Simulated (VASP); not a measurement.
Consider the following.

```
CELL_PARAMETERS angstrom
      0.00000     3.06897     3.06897
      3.06897     0.00000     3.06897
      3.06897     3.06897     0.00000
ATOMIC_POSITIONS crystal
  Zn 0.00000 0.00000 0.00000
  Te 0.25000 0.25000 0.25000
```

The numbers are results of rev-vdW-DF2, VASP's PBE PAW potentials (set 64) (plane waves; VASP 6.6.1), not measurements. Run with 520 eV cut-off, 8×8×8 Γ-centred mesh, Gaussian smearing of 0.050 eV, potentials Zn Te.

Unless said otherwise, spin-orbit coupling is left out, though it shifts the bands of the heavy elements here.

Problem. Estimate the energy per atom (σ→0), band gap (on the k-mesh) with the smallest direct gap where there is one.

Solution. 
```
Property                                     Result
-----------------------------------  --------------
band gap (on the k-mesh)                    1.05 eV
smallest direct gap (on the k-mesh)         1.05 eV
energy per atom (σ→0)                -0.371 eV/atom
```

The compound is ZnTe in the zinc blende structure. It was relaxed first.
